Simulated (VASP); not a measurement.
# SnSe2 in VASP: a series of runs

Runs on SnSe2. Level: PBE. Tasks: single point.

Program: VASP 6.6.1. These are calculated values, not measurements. Logs are shortened: lines on timing, memory, paths and dates and some standing lists are left out, and cuts for length are marked.

### Step 1. The slab as given

The cell holds a slab with vacuum, 3 atoms: a = 3.811 Å, b = 3.811 Å, c = 15.056 Å, α = 90.00°, β = 90.00°, γ = 120.00°.

### Step 2. Single point, PBE

INCAR reads:

```
ALGO = Normal
DIPOL = 0.5 0.5 0.500
EDIFF = 1E-7
ENCUT = 400
GGA = PE
IDIPOL = 3
ISIF = 2
ISMEAR = 0
LASPH = True
LCHARG = False
LDIPOL = True
LREAL = False
LVACPOTAV = True
LVHAR = True
LWAVE = False
NBANDS = 24
NELM = 120
PREC = Accurate
SIGMA = 0.05
```

KPOINTS reads:

```
k-points
0
Gamma
  7 7 1
```

POSCAR reads:

```
SnSe2
1.0
    3.8110000000      0.0000000000      0.0000000000
   -1.9055000000      3.3004228100      0.0000000000
    0.0000000000      0.0000000000     15.0557280000
Se Sn
2 1
Direct
    0.6666666667      0.3333333333      0.3985194206
    0.3333333333      0.6666666667      0.6014805794
    0.0000000000      0.0000000000      0.5000000000
```

Potentials or basis: VASP PAW PBE potentials, release 64 (Se, Sn_d).

Launch:

```bash
cat potpaw_PBE.64/Se/POTCAR potpaw_PBE.64/Sn_d/POTCAR > POTCAR
mpirun -np 1 vasp_std > vasp.out
```

OUTCAR:

```text
EDIFF = 1E-7
   ENCUT = 400
   GGA = PE
   ISIF = 2
   ISMEAR = 0
   LASPH = True
   LREAL = False
   NELM = 120
   PREC = Accurate

 Found      8 irreducible k-points:

 Following reciprocal coordinates:
            Coordinates               Weight
  0.000000  0.000000  0.000000      1.000000
  0.142857  0.000000  0.000000      6.000000
  0.285714  0.000000  0.000000      6.000000
  0.428571  0.000000  0.000000      6.000000
  0.142857  0.142857  0.000000      6.000000
  0.285714  0.142857  0.000000     12.000000
   k-points           NKPTS =      8   k-points in BZ     NKDIM =      8   number of bands    NBANDS=     24
   number of dos      NEDOS =    301   number of ions     NIONS =      3
   total plane-waves  NPLWV =  76832
   dimension x,y,z NGX =    28 NGY =   28 NGZ =   98
   dimension x,y,z NGXF=    56 NGYF=   56 NGZF=  196
   ions per type =               2   1
   NGX,Y,Z   is equivalent  to a cutoff of  12.21, 12.21, 10.82 a.u.
   NGXF,Y,Z  is equivalent  to a cutoff of  24.43, 24.43, 21.64 a.u.
 SYSTEM =  unknown system
   PREC   = accura    normal or accurate (medium, high low for compatibility)
   ISTART =      0    job   : 0-new  1-cont  2-samecut
   ICHARG =      2    charge: 1-file 2-atom 10-const
   ISPIN  =      1    spin polarized calculation?
   LNONCOLLINEAR =      F non collinear calculations
   LSORBIT =      F    spin-orbit coupling
   LASPH  =      T    aspherical Exc in radial PAW
   ENCUT  =  400.0 eV  29.40 Ry    5.42 a.u.   6.21  6.21 24.55*2*pi/ulx,y,z
   NELM   =    120;   NELMIN=  2; NELMDL= -5     # of ELM steps
   EDIFF  = 0.1E-06   stopping-criterion for ELM
   LREAL  =      F    real-space projection
   EDIFFG = 0.1E-05   stopping-criterion for IOM
   NSW    =      0    number of steps for IOM
   IBRION =     -1    ionic relax: 0-MD 1-quasi-New 2-CG
   NFREE  =      0    steps in history (QN), initial steepest desc. (CG)
   ISIF   =      2    stress and relaxation
   ISYM   =      2    0-nonsym 1-usesym 2-fastsym
   POTIM  = 0.5000    time-step for ionic-motion
   TEBEG  =    0.0;   TEEND  =   0.0 temperature during run
   PSTRESS=    0.0 pullay stress
   NELECT =      26.0000    total number of electrons
   NUPDOWN=      -1.0000    fix difference up-down
   EMIN   =  10.00;   EMAX   =-10.00  energy-range for DOS
   EFERMI =   0.00;   METHOD = LEGACY
   ISMEAR =     0;   SIGMA  =   0.05  broadening in eV -4-tet -1-fermi 0-gaus
   EFERMI_NEDOS =   21; number of points for ismear=-14 and -15
   IALGO  =     38    algorithm
   IMIX   =      4    mixing-type and parameters
     AMIX     =   0.40;   BMIX     =  1.00
     AMIX_MAG =   1.60;   BMIX_MAG =  1.00
  volume/ion in A,a.u.               =      63.12       425.98
  Fermi-wavevector in a.u.,A,eV,Ry     =   0.844557  1.595982  9.704726  0.713277
  Thomas-Fermi vector in A             =   1.959605
   LORBIT       =      0    0 simple, 1 ext, 2 COOP (PROOUT), +10 PAW based schemes
   GGA     = PE    functional components
   LHFCALC =     F    Hartree Fock is set to
   AEXX    =    0.0000 exact exchange contribution
   IVDW    =     0    specifies the selected vdW correction
   LEPSILON=     F    determine dielectric tensor
   LRPA    =     F    only Hartree local field effects (RPA)
 non-spin polarized calculation
 Gauss-broadening in eV      SIGMA  =   0.05
  energy-cutoff  :      400.00
  volume of cell :      189.37
 maximum number of plane-waves:      3469
 NGX is ok and might be reduce to    28
   NGX = 13   NGY = 13   NGZ = 49

 number of electron      26.0000016 magnetization

 dipolmoment           0.000000      0.000000     -0.000000 electrons x Angstroem

 Free energy of the ion-electron system (eV)
  ---------------------------------------------------
  ext. energy  EPLUGINS =         0.00000000
  ---------------------------------------------------
  free energy    TOTEN  =       -11.76996482 eV

  energy without entropy =      -11.76996482  energy(sigma->0) =      -11.76996482

 E-fermi :  -1.7319     XC(G=0):  -4.4976

 val. band max:       -1.9747097399   @ k =   0.1429   0.0000   0.0000
 cond. band min:      -0.9148458040   @ k =   0.4286   0.0000   0.0000
 fundamental gap:      1.0598639359
 Fermi energy:        -1.7318560286

 k-point     1 :       0.0000    0.0000    0.0000
  band No.  band energies     occupation
      1     -23.0951      2.00000
      2     -23.0951      2.00000
      3     -23.0551      2.00000
      4     -23.0411      2.00000
      5     -23.0411      2.00000
      6     -15.7012      2.00000
[... 16 lines left out ...]
     23       7.1343      0.00000
     24       7.2942      0.00000

 k-point     2 :       0.1429    0.0000    0.0000
  band No.  band energies     occupation
      1     -23.1053      2.00000
      2     -23.0884      2.00000
      3     -23.0501      2.00000
      4     -23.0445      2.00000
      5     -23.0394      2.00000
      6     -15.4987      2.00000
[... 16 lines left out ...]
     23       7.2785      0.00000
     24       7.2802      0.00000

 k-point     3 :       0.2857    0.0000    0.0000
  band No.  band energies     occupation
      1     -23.1308      2.00000
      2     -23.0782      2.00000
      3     -23.0564      2.00000
      4     -23.0321      2.00000
      5     -23.0307      2.00000
      6     -14.9363      2.00000
[... 16 lines left out ...]
     23       7.6860      0.00000
     24       8.3199      0.00000

 k-point     4 :       0.4286    0.0000    0.0000
  band No.  band energies     occupation
      1     -23.1524      2.00000
      2     -23.0751      2.00000
      3     -23.0630      2.00000
      4     -23.0196      2.00000
      5     -23.0186      2.00000
      6     -14.2371      2.00000
[... 16 lines left out ...]
     23       8.1407      0.00000
     24       9.0368      0.00000

 k-point     5 :       0.1429    0.1429    0.0000
  band No.  band energies     occupation
      1     -23.1194      2.00000
      2     -23.0846      2.00000
      3     -23.0500      2.00000
      4     -23.0437      2.00000
      5     -23.0305      2.00000
      6     -15.1139      2.00000
[... 16 lines left out ...]
     23       7.6119      0.00000
     24       7.7306      0.00000

 k-point     6 :       0.2857    0.1429    0.0000
  band No.  band energies     occupation
      1     -23.1374      2.00000
      2     -23.0843      2.00000
      3     -23.0553      2.00000
      4     -23.0333      2.00000
      5     -23.0187      2.00000
      6     -14.4562      2.00000
[... 16 lines left out ...]
     23       8.1520      0.00000
     24       8.3097      0.00000

 [... further k-points ...]

------------------------ aborting loop because EDIFF is reached ----------------------------------------

  FORCE on cell =-STRESS in cart. coord.  units (eV):
  Direction    XX          YY          ZZ          XY          YZ          ZX
  --------------------------------------------------------------------------------------
  -------------------------------------------------------------------------------------
  Total        2.1471046      2.1471046      2.6615929      0.0000000     -0.0000000      0.0000000
  in kB       18.1657571     18.1657570     22.5186276      0.0000000     -0.0000000      0.0000000
  external PRESSURE =      19.6167139 kB  Pullay stress =       0.0000000 kB

 VOLUME and BASIS-vectors are now :
 -----------------------------------------------------------------------------
  energy-cutoff  :      400.00
  volume of cell :      189.37
      direct lattice vectors                 reciprocal lattice vectors
     3.811000000  0.000000000  0.000000000     0.262398321  0.151495741  0.000000000
    -1.905500000  3.300422810  0.000000000     0.000000000  0.302991482  0.000000000
     0.000000000  0.000000000 15.055728000     0.000000000  0.000000000  0.066419903

 POSITION                                       TOTAL-FORCE (eV/Angst)
 -----------------------------------------------------------------------------------
      1.90550      1.10014      6.00000        -0.000000     -0.000000     -0.880662
     -0.00000      2.20028      9.05573         0.000000      0.000000      0.880662
      0.00000      0.00000      7.52786         0.000000      0.000000      0.000000
 -----------------------------------------------------------------------------------
    total drift:                               -0.000000     -0.000000      0.000000

  FREE ENERGIE OF THE ION-ELECTRON SYSTEM (eV)
  ---------------------------------------------------
  free  energy   TOTEN  =       -11.7699648160 eV

  energy  without entropy=      -11.7699648160  energy(sigma->0) =      -11.76996482

 vacuum level on the upper side and lower side of the slab         4.117         4.117
```

It took 19 s on 1 thread of Intel Xeon 6975P-C (Granite Rapids), shared host; peak memory 0.25 GiB.

These settings aren't checked as converged: the numbers below hold their error.

Results:

- Free energy: -11.7700 eV
- Largest force: 0.881 eV/Å
- Band gap on the k mesh: 1.06 eV, indirect (least direct gap 1.34 eV)
- Ionisation potential of the upper face: 6.09 eV

Caveat: spin-orbit coupling is left out, which moves the levels of the heavy elements.

### Step 3. Single point, PBE

This run uses another cell than the first one, of 54.74 Å³/atom, 0.867 times its volume.

Edit INCAR of step 2 so:

```diff
@@ -1,5 +1,4 @@
 ALGO = Normal
-DIPOL = 0.5 0.5 0.500
 EDIFF = 1E-7
-ENCUT = 400
+ENCUT = 460
 GGA = PE
@@ -10,3 +9,2 @@
 LCHARG = False
-LDIPOL = True
 LREAL = False
```

KPOINTS is that of step 2.

POSCAR reads:

```
SnSe2
1.0
    3.8110000000      0.0000000000      0.0000000000
   -1.9055000000      3.3004228100      0.0000000000
    0.0000000000      0.0000000000     13.0557280000
Se Sn
2 1
Direct
    0.6666666667      0.3333333333      0.3829736649
    0.3333333333      0.6666666667      0.6170263351
    0.0000000000      0.0000000000      0.5000000000
```

Potentials or basis: VASP PAW PBE potentials, release 64 (Se, Sn_d).

Launch:

```bash
cat potpaw_PBE.64/Se/POTCAR potpaw_PBE.64/Sn_d/POTCAR > POTCAR
mpirun -np 1 vasp_std > vasp.out
```

OUTCAR:

```text
EDIFF = 1E-7
   ENCUT = 460
   GGA = PE
   ISIF = 2
   ISMEAR = 0
   LASPH = True
   LREAL = False
   NELM = 120
   PREC = Accurate

 Found      8 irreducible k-points:

 Following reciprocal coordinates:
            Coordinates               Weight
  0.000000  0.000000  0.000000      1.000000
  0.142857  0.000000  0.000000      6.000000
  0.285714 -0.000000  0.000000      6.000000
  0.428571  0.000000  0.000000      6.000000
  0.142857  0.142857  0.000000      6.000000
  0.285714  0.142857  0.000000     12.000000
   k-points           NKPTS =      8   k-points in BZ     NKDIM =      8   number of bands    NBANDS=     24
   number of dos      NEDOS =    301   number of ions     NIONS =      3
   total plane-waves  NPLWV =  75264
   dimension x,y,z NGX =    28 NGY =   28 NGZ =   96
   dimension x,y,z NGXF=    56 NGYF=   56 NGZF=  192
   ions per type =               2   1
   NGX,Y,Z   is equivalent  to a cutoff of  12.21, 12.21, 12.22 a.u.
   NGXF,Y,Z  is equivalent  to a cutoff of  24.43, 24.43, 24.45 a.u.
 SYSTEM =  unknown system
   PREC   = accura    normal or accurate (medium, high low for compatibility)
   ISTART =      0    job   : 0-new  1-cont  2-samecut
   ICHARG =      2    charge: 1-file 2-atom 10-const
   ISPIN  =      1    spin polarized calculation?
   LNONCOLLINEAR =      F non collinear calculations
   LSORBIT =      F    spin-orbit coupling
   LASPH  =      T    aspherical Exc in radial PAW
   ENCUT  =  460.0 eV  33.81 Ry    5.81 a.u.   6.66  6.66 22.83*2*pi/ulx,y,z
   NELM   =    120;   NELMIN=  2; NELMDL= -5     # of ELM steps
   EDIFF  = 0.1E-06   stopping-criterion for ELM
   LREAL  =      F    real-space projection
   EDIFFG = 0.1E-05   stopping-criterion for IOM
   NSW    =      0    number of steps for IOM
   IBRION =     -1    ionic relax: 0-MD 1-quasi-New 2-CG
   NFREE  =      0    steps in history (QN), initial steepest desc. (CG)
   ISIF   =      2    stress and relaxation
   ISYM   =      2    0-nonsym 1-usesym 2-fastsym
   POTIM  = 0.5000    time-step for ionic-motion
   TEBEG  =    0.0;   TEEND  =   0.0 temperature during run
   PSTRESS=    0.0 pullay stress
   NELECT =      26.0000    total number of electrons
   NUPDOWN=      -1.0000    fix difference up-down
   EMIN   =  10.00;   EMAX   =-10.00  energy-range for DOS
   EFERMI =   0.00;   METHOD = LEGACY
   ISMEAR =     0;   SIGMA  =   0.05  broadening in eV -4-tet -1-fermi 0-gaus
   EFERMI_NEDOS =   21; number of points for ismear=-14 and -15
   IALGO  =     38    algorithm
   IMIX   =      4    mixing-type and parameters
     AMIX     =   0.40;   BMIX     =  1.00
     AMIX_MAG =   1.60;   BMIX_MAG =  1.00
  volume/ion in A,a.u.               =      54.74       369.39
  Fermi-wavevector in a.u.,A,eV,Ry     =   0.885651  1.673638 10.672112  0.784378
  Thomas-Fermi vector in A             =   2.006713
   LORBIT       =      0    0 simple, 1 ext, 2 COOP (PROOUT), +10 PAW based schemes
   GGA     = PE    functional components
   LHFCALC =     F    Hartree Fock is set to
   AEXX    =    0.0000 exact exchange contribution
   IVDW    =     0    specifies the selected vdW correction
   LEPSILON=     F    determine dielectric tensor
   LRPA    =     F    only Hartree local field effects (RPA)
 non-spin polarized calculation
 Gauss-broadening in eV      SIGMA  =   0.05
  energy-cutoff  :      460.00
  volume of cell :      164.21
 maximum number of plane-waves:      3705
 NGX is ok and might be reduce to    28
   NGX = 13   NGY = 13   NGZ = 45

 number of electron      26.0000002 magnetization

 Free energy of the ion-electron system (eV)
  ---------------------------------------------------
  ext. energy  EPLUGINS =         0.00000000
  ---------------------------------------------------
  free energy    TOTEN  =       -11.77016467 eV

  energy without entropy =      -11.77016467  energy(sigma->0) =      -11.77016467

 E-fermi :  -1.0191     XC(G=0):  -5.1643

 val. band max:       -1.3437302625   @ k =   0.1429   0.0000   0.0000
 cond. band min:      -0.2836964087   @ k =   0.4286   0.0000   0.0000
 fundamental gap:      1.0600338538
 Fermi energy:        -1.0190611711

 k-point     1 :       0.0000    0.0000    0.0000
  band No.  band energies     occupation
      1     -22.4649      2.00000
      2     -22.4649      2.00000
      3     -22.4249      2.00000
      4     -22.4109      2.00000
      5     -22.4109      2.00000
      6     -15.0701      2.00000
[... 16 lines left out ...]
     23       7.8031      0.00000
     24       8.9176      0.00000

 k-point     2 :       0.1429    0.0000    0.0000
  band No.  band energies     occupation
      1     -22.4751      2.00000
      2     -22.4582      2.00000
      3     -22.4199      2.00000
      4     -22.4143      2.00000
      5     -22.4092      2.00000
      6     -14.8676      2.00000
[... 16 lines left out ...]
     23       7.9111      0.00000
     24       8.3661      0.00000

 k-point     3 :       0.2857   -0.0000    0.0000
  band No.  band energies     occupation
      1     -22.5007      2.00000
      2     -22.4481      2.00000
      3     -22.4263      2.00000
      4     -22.4019      2.00000
      5     -22.4005      2.00000
      6     -14.3052      2.00000
[... 16 lines left out ...]
     23       8.7093      0.00000
     24       8.9508      0.00000

 k-point     4 :       0.4286    0.0000    0.0000
  band No.  band energies     occupation
      1     -22.5222      2.00000
      2     -22.4449      2.00000
      3     -22.4329      2.00000
      4     -22.3894      2.00000
      5     -22.3884      2.00000
      6     -13.6061      2.00000
[... 16 lines left out ...]
     23       9.2798      0.00000
     24       9.9814      0.00000

 k-point     5 :       0.1429    0.1429    0.0000
  band No.  band energies     occupation
      1     -22.4892      2.00000
      2     -22.4544      2.00000
      3     -22.4199      2.00000
      4     -22.4135      2.00000
      5     -22.4003      2.00000
      6     -14.4828      2.00000
[... 16 lines left out ...]
     23       8.3674      0.00000
     24       8.7068      0.00000

 k-point     6 :       0.2857    0.1429    0.0000
  band No.  band energies     occupation
      1     -22.5072      2.00000
      2     -22.4541      2.00000
      3     -22.4251      2.00000
      4     -22.4031      2.00000
      5     -22.3885      2.00000
      6     -13.8251      2.00000
[... 16 lines left out ...]
     23       9.0483      0.00000
     24       9.2072      0.00000

 [... further k-points ...]

------------------------ aborting loop because EDIFF is reached ----------------------------------------

 dipolmoment           0.000000      0.000000      0.000000 electrons x Angstroem

  FORCE on cell =-STRESS in cart. coord.  units (eV):
  Direction    XX          YY          ZZ          XY          YZ          ZX
  --------------------------------------------------------------------------------------
  -------------------------------------------------------------------------------------
  Total        2.1672998      2.1672997      2.6817994      0.0000000      0.0000000      0.0000000
  in kB       21.1455965     21.1455965     26.1653927      0.0000000      0.0000000      0.0000000
  external PRESSURE =      22.8188619 kB  Pullay stress =       0.0000000 kB

 VOLUME and BASIS-vectors are now :
 -----------------------------------------------------------------------------
  energy-cutoff  :      460.00
  volume of cell :      164.21
      direct lattice vectors                 reciprocal lattice vectors
     3.811000000  0.000000000  0.000000000     0.262398321  0.151495741  0.000000000
    -1.905500000  3.300422810  0.000000000     0.000000000  0.302991482  0.000000000
     0.000000000  0.000000000 13.055728000     0.000000000  0.000000000  0.076594733

 POSITION                                       TOTAL-FORCE (eV/Angst)
 -----------------------------------------------------------------------------------
      1.90550      1.10014      5.00000         0.000000     -0.000000     -0.879910
     -0.00000      2.20028      8.05573        -0.000000      0.000000      0.879910
      0.00000      0.00000      6.52786        -0.000000      0.000000      0.000000
 -----------------------------------------------------------------------------------
    total drift:                               -0.000000     -0.000000      0.000000

  FREE ENERGIE OF THE ION-ELECTRON SYSTEM (eV)
  ---------------------------------------------------
  free  energy   TOTEN  =       -11.7701646665 eV

  energy  without entropy=      -11.7701646665  energy(sigma->0) =      -11.77016467
```

OSZICAR:

```text
N       E                     dE             d eps       ncg     rms          rms(c)
DAV:   1     0.194273144717E+03    0.19427E+03   -0.10784E+04   384   0.907E+02
DAV:   2     0.112819908940E+02   -0.18299E+03   -0.17490E+03   432   0.250E+02
DAV:   3    -0.113438089072E+02   -0.22626E+02   -0.22441E+02   528   0.926E+01
DAV:   4    -0.120463452180E+02   -0.70254E+00   -0.70228E+00   424   0.186E+01
DAV:   5    -0.120670026404E+02   -0.20657E-01   -0.20657E-01   568   0.314E+00    0.517E+00
DAV:   6    -0.117952653203E+02    0.27174E+00   -0.46661E-01   560   0.635E+00    0.334E+00
DAV:   7    -0.117728140889E+02    0.22451E-01   -0.21451E-01   488   0.261E+00    0.690E-01
DAV:   8    -0.117696512860E+02    0.31628E-02   -0.22008E-02   528   0.136E+00    0.299E-01
DAV:   9    -0.117699683545E+02   -0.31707E-03   -0.23075E-03   416   0.277E-01    0.797E-02
DAV:  10    -0.117699579368E+02    0.10418E-04   -0.10036E-04   480   0.736E-02    0.314E-02
DAV:  11    -0.117699714073E+02   -0.13471E-04   -0.91938E-05   400   0.419E-02    0.138E-02
DAV:  12    -0.117699975273E+02   -0.26120E-04   -0.29803E-06   400   0.941E-03    0.985E-03
DAV:  13    -0.117701191954E+02   -0.12167E-03   -0.22372E-05   408   0.147E-02    0.803E-03
DAV:  14    -0.117701475902E+02   -0.28395E-04   -0.17276E-06   432   0.573E-03    0.442E-03
DAV:  15    -0.117701624459E+02   -0.14856E-04   -0.81541E-07   408   0.499E-03    0.181E-03
DAV:  16    -0.117701633940E+02   -0.94815E-06   -0.35051E-08   432   0.130E-03    0.498E-04
DAV:  17    -0.117701646087E+02   -0.12147E-05   -0.49482E-08   344   0.992E-04    0.374E-04
DAV:  18    -0.117701646665E+02   -0.57757E-07   -0.39588E-09   408   0.292E-04
   1 F= -.11770165E+02 E0= -.11770165E+02  d E =-.168560E-20
```

It took 16 s on 1 thread of Intel Xeon 6975P-C (Granite Rapids), shared host; peak memory 0.25 GiB.

These settings aren't checked as converged: the numbers below hold their error.

What came out:

| Quantity | Value |
| --- | --- |
| Free energy | -11.7702 eV |
| Largest force | 0.880 eV/Å |
| Band gap on the k mesh | 1.06 eV, indirect (least direct gap 1.34 eV) |

Caveat: spin-orbit coupling is left out, which moves the levels of the heavy elements.

[end of part 1 of 2]
